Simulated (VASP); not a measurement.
Input of a VASP 6.6.1 run:

File INCAR:

```
SYSTEM = MgO
PREC = Accurate ; ENCUT = 600
EDIFF = 1E-7 ; ISMEAR = 0
SIGMA = 0.03 ; LREAL = .False.
LASPH = .True. ; NELM = 80
ALGO = Normal ; ISIF = 3
LWAVE = .False. ; LCHARG = .False.
METAGGA = R2SCAN ; LMIXTAU = .True.
IBRION = 2 ; NSW = 90
EDIFFG = -0.005
```

KPOINTS

```
Automatic mesh
0
Gamma
  12 12 12
  0 0 0
```

Contents of POSCAR:

```
MgO                                     
1.0
    0.0000000000      2.0964156981      2.0964156981
    2.0964156981      0.0000000000      2.0964156981
    2.0964156981      2.0964156981      0.0000000000
  Mg              O             
     1     1
Direct
     0.0000000000000000    0.0000000000000000    0.0000000000000000
     0.5000000000000000    0.5000000000000000    0.5000000000000000
```

Potentials or basis: VASP PAW PBE potentials, release 64 (Mg, O).

The run is started by

```console
$ cat potpaw_PBE.64/Mg/POTCAR potpaw_PBE.64/O/POTCAR > POTCAR
$ mpirun -np 1 vasp_std > vasp.out
```

What does it give for the band gap on the k mesh?

5.75 eV, direct.

Final structure:
```
CELL_PARAMETERS angstrom
0.00000 2.09642 2.09642
2.09642 0.00000 2.09642
2.09642 2.09642 0.00000
ATOMIC_POSITIONS crystal
Mg 0.00000 0.00000 0.00000
O 0.50000 0.50000 0.50000
```

Caveat: the relaxation stopped at its first step, so nothing moved. A k mesh can miss the band edges.
